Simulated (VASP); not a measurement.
# MoS₂: relaxed cell and band gap, by functional

MoS₂, P6_3/mmc (no. 194), 6 atoms in the cell.

| Functional | Volume (Å³/atom) | Change from the starting volume (fraction) | Gap, path and mesh (eV) | Time (s) |
|---|---|---|---|---|
| Wu-Cohen (libxc) | 17.91 | 0.002 | 0.97 | 451 |
| SOGGA11 (libxc) | 22.23 | 0.244 | 1.38 | 1064 |
| HCTH/407 (libxc) | 22.17 | 0.241 | 1.38 | 1001 |
| APBE (libxc) | 21.50 | 0.204 | 1.37 | 1111 |
| HTBS (libxc) | 23.36 | 0.307 | 1.68 | 1162 |
| PW91 (libxc) | 21.57 | 0.208 | 1.42 | 1250 |
| N12 (libxc) | 23.48 | 0.314 | 1.82 | 1563 |

Limits: rows 2, 3, 4, 5, 6, 7: the cell opens along one direction, as layers do when no dispersion term holds them together.

## Input of the first row

INCAR.step1:
```
SYSTEM = MoS2
  ALGO = Normal
  EDIFF = 1E-7
  EDIFFG = -0.005
  ENCUT = 600
  GGA = LIBXC
  GGA_COMPAT = .False.
  IBRION = 2
  ISIF = 3
  ISMEAR = 0
  KPAR = 2
  LASPH = .True.
  LCHARG = .False.
  LIBXC1 = GGA_X_WC
  LIBXC2 = GGA_C_PBE
  LREAL = .False.
  LWAVE = .False.
  NELM = 150
  NSW = 60
  PREC = Accurate
  SIGMA = 0.02
```

INCAR.step2, as INCAR.step1 but for:
```
- NSW = 60
+ NSW = 40
```

INCAR.step3, as INCAR.step2 but for:
```
- EDIFFG = -0.005
- IBRION = 2
- ISIF = 3
- NSW = 40
+ ISIF = 2
+ NBANDS = 35
```

KPOINTS:
```
k-points
0
Gamma
  7 7 2
```

KPOINTS_OPT:
```
path GMKGALHA,LM,KH
8
line-mode
reciprocal
 0.0000000000  0.0000000000  0.0000000000  G
 0.5000000000  0.0000000000  0.0000000000  M

 0.5000000000  0.0000000000  0.0000000000  M
 0.3333333333  0.3333333333  0.0000000000  K

 0.3333333333  0.3333333333  0.0000000000  K
 0.0000000000  0.0000000000  0.0000000000  G

 0.0000000000  0.0000000000  0.0000000000  G
 0.0000000000  0.0000000000  0.5000000000  A

 0.0000000000  0.0000000000  0.5000000000  A
 0.5000000000  0.0000000000  0.5000000000  L

 0.5000000000  0.0000000000  0.5000000000  L
 0.3333333333  0.3333333333  0.5000000000  H

 0.3333333333  0.3333333333  0.5000000000  H
 0.0000000000  0.0000000000  0.5000000000  A

 0.5000000000  0.0000000000  0.5000000000  L
 0.5000000000  0.0000000000  0.0000000000  M

 0.3333333333  0.3333333333  0.0000000000  K
 0.3333333333  0.3333333333  0.5000000000  H
```

POSCAR.step1:
```
MoS2
1.0
    3.1690000000      0.0000000000      0.0000000000
   -1.5845000000      2.7444345046      0.0000000000
    0.0000000000      0.0000000000     12.3240000000
Mo S
2 4
Direct
    0.6666666667      0.3333333333      0.7500000000
    0.3333333333      0.6666666667      0.2500000000
    0.6666666667      0.3333333333      0.3770000000
    0.3333333333      0.6666666667      0.8770000000
    0.6666666667      0.3333333333      0.1230000000
    0.3333333333      0.6666666667      0.6230000000
```

Commands (each step's output is kept before the next begins):
```
cat potpaw_PBE.64/Mo_sv/POTCAR potpaw_PBE.64/S/POTCAR > POTCAR
cp INCAR.step1 INCAR
cp POSCAR.step1 POSCAR
mpirun -np 2 vasp_std > vasp.out
cp CONTCAR POSCAR
rm WAVECAR CHG
cp INCAR.step2 INCAR
mpirun -np 2 vasp_std > vasp.out
cp CONTCAR POSCAR
rm WAVECAR CHG
cp INCAR.step3 INCAR
mpirun -np 2 vasp_std > vasp.out
```

Changes of the last row against the first:
```
(all steps)
- LIBXC1 = GGA_X_WC
- LIBXC2 = GGA_C_PBE
+ LIBXC1 = GGA_X_N12
+ LIBXC2 = GGA_C_N12
```

VASP 6.6.1 took 451 s on 2 cores (AMD EPYC 9R45 (Zen 5)), a shared host.
